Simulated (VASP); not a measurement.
# MnS (R-3m) in VASP: further runs

The runs below take MnS through single point, with PBE.

Program: VASP 6.6.1. These are calculated values, not measurements. Logs are shortened: lines on timing, memory, paths and dates and some standing lists are left out, and cuts for length are marked.

## Step 1: Starting point

The structure is trigonal, space group R-3m (No. 166). Conventional cell: a = 3.660 Å, b = 3.660 Å, c = 8.913 Å, α = 90.00°, β = 90.00°, γ = 120.00°. Around Mn (site symmetry -3m) lie 6 S at 2.58 Å. S (site symmetry -3m) has 6 Mn at 2.58 Å as nearest neighbours.

The cell is a database's computed one.

## Step 2: Single point, PBE, collinear spin, ferromagnetic start

Contents of INCAR:

```
SYSTEM = MnS
ADDGRID = .False.
ALGO = Normal
EDIFF = 1E-6
ENCUT = 800
GGA = PE
ISIF = 2
ISMEAR = 0
ISPIN = 2
LASPH = .True.
LCHARG = .False.
LMAXMIX = 4
LORBIT = 11
LREAL = .False.
LWAVE = .False.
MAGMOM = 4 0
NELM = 100
PREC = Accurate
SIGMA = 0.01
```

Contents of KPOINTS:

```
k-points
0
Gamma
  5 5 5
  0 0 0
```

Contents of POSCAR:

```
MnS
1.0
    1.8299960138      1.0565486912      2.9709202777
   -1.8299960138      1.0565486912      2.9709202777
    0.0000000000     -2.1130973823      2.9709202777
Mn S
1 1
Direct
    0.0000000000      0.0000000000      0.0000000000
    0.5000000000      0.5000000000      0.5000000000
```

Potentials or basis: VASP PAW PBE potentials, release 64 (Mn_pv, S_h).

Command:

```
$ cat potpaw_PBE.64/Mn_pv/POTCAR potpaw_PBE.64/S_h/POTCAR > POTCAR
$ mpirun -np 1 vasp_std > vasp.out
```

OUTCAR:

```text
SYSTEM = MnS
   EDIFF = 1E-6
   ENCUT = 800
   GGA = PE
   ISIF = 2
   ISMEAR = 0
   ISPIN = 2
   LASPH = .True.
   LORBIT = 11
   LREAL = .False.
   NELM = 100
   PREC = Accurate

 Found     19 irreducible k-points:

 Following reciprocal coordinates:
            Coordinates               Weight
  0.000000  0.000000  0.000000      1.000000
  0.200000 -0.000000  0.000000      6.000000
  0.400000  0.000000  0.000000      6.000000
  0.200000  0.200000  0.000000      6.000000
  0.400000  0.200000 -0.000000     12.000000
 -0.400000  0.200000 -0.000000     12.000000
   k-points           NKPTS =     19   k-points in BZ     NKDIM =     19   number of bands    NBANDS=     15
   number of dos      NEDOS =    301   number of ions     NIONS =      2
   total plane-waves  NPLWV =  46656
   dimension x,y,z NGX =    36 NGY =   36 NGZ =   36
   dimension x,y,z NGXF=    72 NGYF=   72 NGZF=   72
   ions per type =               1   1
   NGX,Y,Z   is equivalent  to a cutoff of  16.42, 16.42, 16.42 a.u.
   NGXF,Y,Z  is equivalent  to a cutoff of  32.83, 32.83, 32.83 a.u.
 SYSTEM =  MnS
   PREC   = accura    normal or accurate (medium, high low for compatibility)
   ISTART =      0    job   : 0-new  1-cont  2-samecut
   ICHARG =      2    charge: 1-file 2-atom 10-const
   ISPIN  =      2    spin polarized calculation?
   LNONCOLLINEAR =      F non collinear calculations
   LSORBIT =      F    spin-orbit coupling
   LASPH  =      T    aspherical Exc in radial PAW
   ENCUT  =  800.0 eV  58.80 Ry    7.67 a.u.   8.41  8.41  8.41*2*pi/ulx,y,z
   NELM   =    100;   NELMIN=  2; NELMDL= -5     # of ELM steps
   EDIFF  = 0.1E-05   stopping-criterion for ELM
   LREAL  =      F    real-space projection
   EDIFFG = 0.1E-04   stopping-criterion for IOM
   NSW    =      0    number of steps for IOM
   IBRION =     -1    ionic relax: 0-MD 1-quasi-New 2-CG
   NFREE  =      0    steps in history (QN), initial steepest desc. (CG)
   ISIF   =      2    stress and relaxation
   ISYM   =      2    0-nonsym 1-usesym 2-fastsym
   POTIM  = 0.5000    time-step for ionic-motion
   TEBEG  =    0.0;   TEEND  =   0.0 temperature during run
   PSTRESS=    0.0 pullay stress
   NELECT =      19.0000    total number of electrons
   NUPDOWN=      -1.0000    fix difference up-down
   EMIN   =  10.00;   EMAX   =-10.00  energy-range for DOS
   EFERMI =   0.00;   METHOD = LEGACY
   ISMEAR =     0;   SIGMA  =   0.01  broadening in eV -4-tet -1-fermi 0-gaus
   EFERMI_NEDOS =   21; number of points for ismear=-14 and -15
   IALGO  =     38    algorithm
   IMIX   =      4    mixing-type and parameters
     AMIX     =   0.40;   BMIX     =  1.00
     AMIX_MAG =   1.60;   BMIX_MAG =  1.00
  volume/ion in A,a.u.               =      17.23       116.29
  Fermi-wavevector in a.u.,A,eV,Ry     =   1.342349  2.536672 24.516344  1.801900
  Thomas-Fermi vector in A             =   2.470510
   LORBIT       =     11    0 simple, 1 ext, 2 COOP (PROOUT), +10 PAW based schemes
   GGA     = PE    functional components
   LHFCALC =     F    Hartree Fock is set to
   AEXX    =    0.0000 exact exchange contribution
   IVDW    =     0    specifies the selected vdW correction
   LEPSILON=     F    determine dielectric tensor
   LRPA    =     F    only Hartree local field effects (RPA)
 spin polarized calculation
 Gauss-broadening in eV      SIGMA  =   0.01
  energy-cutoff  :      800.00
  volume of cell :       34.47
 maximum number of plane-waves:      1807
 NGX is ok and might be reduce to    36
   NGX = 17   NGY = 17   NGZ = 17

 number of electron      19.0000001 magnetization       4.5518051

 Free energy of the ion-electron system (eV)
  ---------------------------------------------------
  ext. energy  EPLUGINS =         0.00000000
  ---------------------------------------------------
  free energy    TOTEN  =       -14.08446904 eV

  energy without entropy =      -14.08416407  energy(sigma->0) =      -14.08431656

 E-fermi :   7.4176     XC(G=0): -10.8247

 val. band max:        7.1749782722   @ k =  -0.4000  -0.4000   0.2000
 cond. band min:       7.4216853042   @ k =   0.4000   0.4000   0.2000
 fundamental gap:      0.2467070320
 Fermi energy:         7.4176440942

 spin component 1

 k-point     1 :       0.0000    0.0000    0.0000
  band No.  band energies     occupation
      1     -43.3505      1.00000
      2     -43.3483      1.00000
      3     -43.3483      1.00000
      4      -7.5015      1.00000
      5       3.9190      1.00000
      6       3.9190      1.00000
      7       3.9319      1.00000
      8       4.0177      1.00000
      9       4.0177      1.00000
     10       5.3285      1.00000
     11       5.3285      1.00000
     12       5.3771      1.00000
     13       9.1662      0.00000
     14      15.8421      0.00000
     15      15.8449      0.00000

 k-point     2 :       0.2000   -0.0000    0.0000
  band No.  band energies     occupation
      1     -43.3521      1.00000
      2     -43.3503      1.00000
      3     -43.3488      1.00000
      4      -7.1026      1.00000
      5       2.6295      1.00000
      6       3.1433      1.00000
      7       3.1646      1.00000
      8       4.1101      1.00000
      9       4.1166      1.00000
     10       4.6827      1.00000
     11       6.3930      1.00000
     12       6.4129      1.00000
     13      10.7924      0.00000
     14      14.2359      0.00000
     15      15.0585      0.00000

 k-point     3 :       0.4000    0.0000    0.0000
  band No.  band energies     occupation
      1     -43.3569      1.00000
      2     -43.3513      1.00000
      3     -43.3495      1.00000
      4      -6.2734      1.00000
      5       0.4214      1.00000
      6       2.4166      1.00000
      7       2.4425      1.00000
      8       4.4148      1.00000
      9       4.4221      1.00000
     10       4.8084      1.00000
     11       7.5607      0.00000
     12       7.5619      0.00000
     13      10.3479      0.00000
     14      12.9831      0.00000
     15      13.0343      0.00000
[... 19 lines left out ...]
 k-point     5 :       0.4000    0.2000   -0.0000
  band No.  band energies     occupation
      1     -43.3558      1.00000
      2     -43.3519      1.00000
      3     -43.3506      1.00000
      4      -6.3464      1.00000
      5       1.1115      1.00000
      6       2.5112      1.00000
      7       2.9068      1.00000
      8       4.0788      1.00000
      9       4.4543      1.00000
     10       4.8310      1.00000
     11       5.9770      1.00000
     12       6.5428      1.00000
     13      10.8557      0.00000
     14      12.8247      0.00000
     15      14.5267      0.00000

 k-point     6 :      -0.4000    0.2000   -0.0000
  band No.  band energies     occupation
      1     -43.3566      1.00000
      2     -43.3528      1.00000
      3     -43.3510      1.00000
      4      -6.0123      1.00000
      5       0.5689      1.00000
      6       2.1201      1.00000
      7       2.4362      1.00000
      8       4.4383      1.00000
      9       4.4534      1.00000
     10       4.8027      1.00000
     11       5.9964      1.00000
     12       7.1564      1.00000
     13      11.0011      0.00000
     14      12.8254      0.00000
     15      13.9862      0.00000

 [... further k-points ...]

 spin component 2

 k-point     1 :       0.0000    0.0000    0.0000
  band No.  band energies     occupation
      1     -38.9298      1.00000
      2     -38.9293      1.00000
      3     -38.9293      1.00000
      4      -7.2424      1.00000
      5       5.5072      1.00000
      6       5.5072      1.00000
      7       5.5561      1.00000
      8       7.4821      0.00000
      9       7.4821      0.00000
     10       7.5101      0.00000
     11       7.5611      0.00000
     12       7.5611      0.00000
     13      10.1438      0.00000
     14      16.8331      0.00000
     15      16.8338      0.00000

 k-point     2 :       0.2000   -0.0000    0.0000
  band No.  band energies     occupation
      1     -38.9337      1.00000
      2     -38.9303      1.00000
      3     -38.9299      1.00000
      4      -6.8614      1.00000
      5       3.3793      1.00000
      6       4.6501      1.00000
      7       4.6862      1.00000
      8       7.7961      0.00000
      9       7.8117      0.00000
     10       7.8728      0.00000
     11       8.7244      0.00000
     12       8.7337      0.00000
     13      11.7218      0.00000
     14      15.0944      0.00000
     15      16.1008      0.00000

 k-point     3 :       0.4000    0.0000    0.0000
  band No.  band energies     occupation
      1     -38.9406      1.00000
      2     -38.9313      1.00000
      3     -38.9308      1.00000
      4      -6.0837      1.00000
      5       1.0658      1.00000
      6       3.8693      1.00000
      7       3.9024      1.00000
      8       8.3771      0.00000
      9       8.3915      0.00000
     10       8.4813      0.00000
     11      10.1941      0.00000
     12      10.1991      0.00000
     13      11.0050      0.00000
     14      13.8917      0.00000
     15      13.9461      0.00000
[... 19 lines left out ...]
 k-point     5 :       0.4000    0.2000   -0.0000
  band No.  band energies     occupation
      1     -38.9385      1.00000
      2     -38.9326      1.00000
      3     -38.9322      1.00000
      4      -6.1349      1.00000
      5       1.7799      1.00000
      6       3.5741      1.00000
      7       4.0761      1.00000
      8       7.4239      0.18755
      9       8.3338      0.00000
     10       8.6595      0.00000
     11       8.9210      0.00000
     12       9.5673      0.00000
     13      12.1716      0.00000
     14      13.5783      0.00000
     15      15.3906      0.00000

 k-point     6 :      -0.4000    0.2000   -0.0000
  band No.  band energies     occupation
      1     -38.9401      1.00000
      2     -38.9342      1.00000
      3     -38.9320      1.00000
      4      -5.8242      1.00000
      5       1.2037      1.00000
      6       3.0336      1.00000
      7       3.7686      1.00000
      8       8.2716      0.00000
      9       8.4621      0.00000
     10       8.5379      0.00000
     11       9.2086      0.00000
     12       9.9510      0.00000
     13      11.9149      0.00000
     14      13.7804      0.00000
     15      14.9247      0.00000

 [... further k-points ...]

------------------------ aborting loop because EDIFF is reached ----------------------------------------

  FORCE on cell =-STRESS in cart. coord.  units (eV):
  Direction    XX          YY          ZZ          XY          YZ          ZX
  --------------------------------------------------------------------------------------
  -------------------------------------------------------------------------------------
  Total       -0.6220678     -0.6220678     -0.5454594      0.0000000     -0.0000000     -0.0000000
  in kB      -28.9178760    -28.9178760    -25.3566064      0.0000000     -0.0000000     -0.0000000
  external PRESSURE =     -27.7307861 kB  Pullay stress =       0.0000000 kB

 VOLUME and BASIS-vectors are now :
 -----------------------------------------------------------------------------
  energy-cutoff  :      800.00
  volume of cell :       34.47
      direct lattice vectors                 reciprocal lattice vectors
     1.829996014  1.056548691  2.970920278     0.273224639  0.157746319  0.112198680
    -1.829996014  1.056548691  2.970920278    -0.273224639  0.157746319  0.112198680
     0.000000000 -2.113097382  2.970920278     0.000000000 -0.315492638  0.112198680

 POSITION                                       TOTAL-FORCE (eV/Angst)
 -----------------------------------------------------------------------------------
      0.00000      0.00000      0.00000        -0.000000     -0.000000     -0.000000
      0.00000      0.00000      4.45638         0.000000      0.000000      0.000000
 -----------------------------------------------------------------------------------
    total drift:                                0.000000      0.000000      0.000000

  FREE ENERGIE OF THE ION-ELECTRON SYSTEM (eV)
  ---------------------------------------------------
  free  energy   TOTEN  =       -14.0844690417 eV

  energy  without entropy=      -14.0841640735  energy(sigma->0) =      -14.08431656

 total charge

# of ion       s       p       d       tot
------------------------------------------
    1        0.218   6.169   4.948  11.335
    2        0.812   1.288   0.000   2.100
--------------------------------------------------
tot          1.030   7.457   4.948  13.435

 magnetization (x)

# of ion       s       p       d       tot
------------------------------------------
    1        0.050   0.039   4.070   4.159
    2        0.020   0.034   0.000   0.054
--------------------------------------------------
tot          0.070   0.073   4.070   4.213
```

Run time: 43 s. Hardware: 1 thread of Intel Xeon Platinum 8488C (Sapphire Rapids), shared host; peak memory 0.24 GiB.

The run converged, but some of its settings lie outside the range that counts as converged, so its numbers aren't taken as properties of the crystal.

What came out:

* Free energy: -14.0845 eV
* Pressure: -2.8 GPa
* Band gap on the k mesh: none (metal or under the smearing width)
* Net moment: 4.55 μB per cell
* Site moments: Mn +4.16; S +0.05 μB
* Valence electrons inside the program's atomic spheres: Mn 11.34; S 2.10

Caveat: the k mesh is coarse (spacing up to 0.42 Å⁻¹), so the values aren't converged; a cell with one magnetic atom can't hold antiferromagnetic order, which such compounds often take; semilocal functionals often make such compounds metallic where correlation or magnetic order opens a gap, which also shifts bond lengths.

## Step 3: Single point, PBE, collinear spin, ferromagnetic start

INCAR is that of step 2.

KPOINTS is that of step 2.

Contents of POSCAR:

```
MnS
1.0
    1.8299960138      1.0565486912      2.9709202777
   -1.8299960138      1.0565486912      2.9709202777
    0.0000000000     -2.1130973823      2.9709202777
Mn S
1 1
Direct
   -0.0003430000      0.0039840000     -0.0109630000
    0.4802460000      0.5015880000      0.5288910000
```

Potentials or basis: VASP PAW PBE potentials, release 64 (Mn_pv, S_h).

Command:

```
$ cat potpaw_PBE.64/Mn_pv/POTCAR potpaw_PBE.64/S_h/POTCAR > POTCAR
$ mpirun -np 1 vasp_std > vasp.out
```

Run time: 2 min. Hardware: 1 thread of Intel Xeon Platinum 8488C (Sapphire Rapids), shared host; peak memory 0.3 GiB.

These settings aren't checked as converged: the numbers below hold their error.

What came out:

| Item | Value |
| --- | --- |
| Free energy | -14.0623 eV |
| Pressure | -2.2 GPa |
| Largest force | 0.365 eV/Å |
| Band gap on the k mesh | none (metal or under the smearing width) |
| Net moment | 4.55 μB per cell |
| Site moments | Mn +4.15; S +0.06 μB |
| Valence electrons inside the program's atomic spheres | Mn 11.34; S 2.10 |

Caveat: the k mesh is coarse (spacing up to 0.42 Å⁻¹), so the values aren't converged; a cell with one magnetic atom can't hold antiferromagnetic order, which such compounds often take; semilocal functionals often make such compounds metallic where correlation or magnetic order opens a gap, which also shifts bond lengths.

## Step 4: Single point, PBE, collinear spin, ferromagnetic start

INCAR, as its differences from that of step 3:

```diff
@@ -17,3 +17,3 @@
 NELM = 100
-PREC = Accurate
-SIGMA = 0.01
+PREC = Low
+SIGMA = 0.05
```

KPOINTS is that of step 3.

Contents of POSCAR:

```
MnS
1.0
    1.8299960138      1.0565486912      2.9709202777
   -1.8299960138      1.0565486912      2.9709202777
    0.0000000000     -2.1130973823      2.9709202777
Mn S
1 1
Direct
    0.0000000000      0.0000000000      0.0000000000
    0.5000000000      0.5000000000      0.5000000000
```

Command:

```
$ cat potpaw_PBE.64/Mn_pv/POTCAR potpaw_PBE.64/S_h/POTCAR > POTCAR
$ mpirun -np 1 vasp_std > vasp.out
```

It took 22 s on 1 thread of Intel Xeon Platinum 8488C (Sapphire Rapids), shared host; peak memory 0.14 GiB.

These settings aren't checked as converged: the numbers below hold their error.

What came out:

```
Free energy                                           : -14.0871 eV
Pressure                                              : -2.8 GPa
Band gap on the k mesh                                : none (metal or under the smearing width)
Net moment                                            : 4.55 μB per cell
Site moments                                          : Mn +4.16; S +0.05 μB
Valence electrons inside the program's atomic spheres : Mn 11.34; S 2.10
```

Caveat: the k mesh is coarse (spacing up to 0.42 Å⁻¹), so the values aren't converged; a cell with one magnetic atom can't hold antiferromagnetic order, which such compounds often take; semilocal functionals often make such compounds metallic where correlation or magnetic order opens a gap, which also shifts bond lengths.
